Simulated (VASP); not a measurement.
# Results of a VASP single-point calculation on BaZrO3 (strained cubic perovskite)

POSCAR

```
Ba Zr O
 1.0000000000000000
     4.2053549142000000    0.0000000000000000    0.0000000000000000
     0.0000000000000000    4.2053549142000000    0.0000000000000000
     0.0000000000000000    0.0000000000000000    4.0371407175999998
 Ba  Zr  O
   1   1   3
Cartesian
  0.0000000000000000  0.0000000000000000  0.0000000000000000
  2.1026774571000000  2.1026774571000000  2.0185703587999995
  2.1026774571000000  2.1026774571000000  0.0000000000000000
  2.1026774571000000  0.0000000000000000  2.0185703587999995
  0.0000000000000000  2.1026774571000000  2.0185703587999995
```

```json
{"gap between bands v and c": "3.62 eV", "least direct gap": "3.78 eV"}
```

Band v is the last that the valence electrons fill when counted band by band, and c is the next. Levels in eV from the top of v:

```csv
point,v−1,v,c,c+1
Γ,-0.26,-0.16,3.62,3.82
X,-0.49,-0.37,4.25,6.23
M,-0.62,-0.17,6.26,6.26
R,0.00,0.00,6.57,6.78
```

Task: Which of these levels of theory gave these results?
A. PBE
B. r²SCAN
C. PBE0
D. PBEsol
E. PBE with spin–orbit coupling
F. HSE06
G. LDA

Result: B.

The INCAR was:

```
SIGMA = 0.01
PREC = Accurate
IBRION = -1
LASPH = .TRUE.
ALGO = Normal
ENCUT = 520
LREAL = .FALSE.
LCHARG = .FALSE.
LWAVE = .FALSE.
EDIFF = 1E-7
NBANDS = 28
ISMEAR = 0
NSW = 0
NELM = 120
METAGGA = R2SCAN
ISIF = 2
```
